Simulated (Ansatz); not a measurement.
# A computed series for NaI: thickness series

The parent structure is NaI in the rock salt structure (space group Fm-3m, No. 225; a = 6.460 Å). Axes: x, y, z lie along the cube axes.

Free-standing slabs (2 atom(s) a layer) normal to the z axis with 15 Å of vacuum; in-plane cell held at bulk.

Method: r2SCAN (Ansatz, a quantum-chemistry and plane-wave program, PAW, spin-orbit coupling left out).

Computed cases, in order: 1 layer; 2 layers; 3 layers; 4 layers; 5 layers; 6 layers; 7 layers.

Problem. Between which two neighbouring cases does the gap turn between direct and indirect?

Solution. Between 2 layers (4.65 eV, indirect, Γ–X (50 % along) → Γ) and 3 layers (4.57 eV, direct at Γ). The whole series: 1 layer: 4.49 eV, indirect, X → Γ; 2 layers: 4.65 eV, indirect, Γ–X (50 % along) → Γ; 3 layers: 4.57 eV, direct at Γ; 4 layers: 4.54 eV, direct at Γ; 5 layers: 4.52 eV, direct at Γ; 6 layers: 4.50 eV, direct at Γ; 7 layers: 4.49 eV, direct at Γ.

Spin-orbit coupling, missing from the scalar runs, can matter with I. Stability against distortions was not tested. Labels are those of the standard path for the cell's own space group.
